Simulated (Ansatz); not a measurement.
**Barrier of one jump, C in Zr**

Method: Ansatz 0.2.0, DFT PBE, scalar-relativistic, plane waves, PAW. Run with 420 eV cutoff, 3×3×3 k-mesh, Gaussian smearing of 0.10 eV, no spin polarisation.

Host crystal, relaxed:

```xyz
2
Lattice="3.2345 0.0000 0.0000 -1.6172 2.8011 0.0000 0.0000 0.0000 5.1655" Properties=species:S:1:pos:R:3 pbc="T T T"
Zr    0.0000    1.8674    1.2914
Zr    1.6172    0.9337    3.8741
```

In a supercell of 18 host sites, interstitial C hops to an equivalent place, moving 3.09 Å between the relaxed ends. Climbing-image nudged elastic band at fixed cell with images 0 (start) to 6 (end), the path measured over all atoms, converged to 0.05 eV/Å; the order of the saddle wasn't checked, and the small cell leaves errors of about a tenth of an eV.

Supercell rows in host cell vectors: -1 1 1; -1 -2 1; 2 1 1. C was set at (0.312, 0.625, 0.625) of the host cell.

At the relaxed start C has 3 Zr at 2.07 Å, 1 Zr at 2.36 Å, 1 Zr at 2.46 Å.

(1) What barrier does the band give, and what surrounds the atom at the top?

## Answers

(1) 0.68 eV at image 4, where C has 1 Zr at 2.11 Å, 3 Zr at 2.16 Å.

Cost: 1 run of about 52 core-minutes, on Intel Xeon Platinum 8259CL (Skylake/Cascade Lake) (shared hosts).